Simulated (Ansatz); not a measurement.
## Orbital-resolved density of states of H

```yaml
crystal:
  lattice:
    - [3.78200, 0.00000, 0.00000]
    - [-1.89100, 3.27531, 0.00000]
    - [0.00000, 0.00000, 6.16700]
  atoms:
    - { symbol: H, position: [0.33333, 0.66667, 0.12300] }
    - { symbol: H, position: [0.66667, 0.33333, 0.62300] }
    - { symbol: H, position: [0.33333, 0.66667, 0.37700] }
    - { symbol: H, position: [0.66667, 0.33333, 0.87700] }
```

Atom numbers follow the list: H1, H2, H3, H4.

The cell comes from COD entry 9013073, which wasn't checked; take it as a given geometry.

These are results of Ansatz 0.2.0, DFT, PBE, all-electron LAPW, scalar-relativistic, not measurements.

Sampling and basis: a Γ-centred 8×8×5 k mesh, Fermi–Dirac smearing of 0.01 eV, basis error target 0.5 meV/atom, no spin polarisation.

States per eV for one atom of each kind, in 0.4 eV bins named by their centres, from the valence-band top, projected on a minimal set of Löwdin-orthogonalised atomic shells; orbitals are real harmonics on the Cartesian axes, equal curves share a column, and empty bins are left out, as is all above 7.1 eV, near the top of the computed bands.

H1 1s:

```
# E all
-2.3 0.04
-1.9 0.19
-1.5 0.30
-1.1 0.59
-0.7 0.68
-0.3 0.66
0.1 0.02
1.7 0.01
2.1 0.07
2.5 0.14
2.9 0.25
3.3 0.67
3.7 0.19
4.1 0.37
4.5 0.37
4.9 0.19
5.3 0.12
5.7 0.05
```
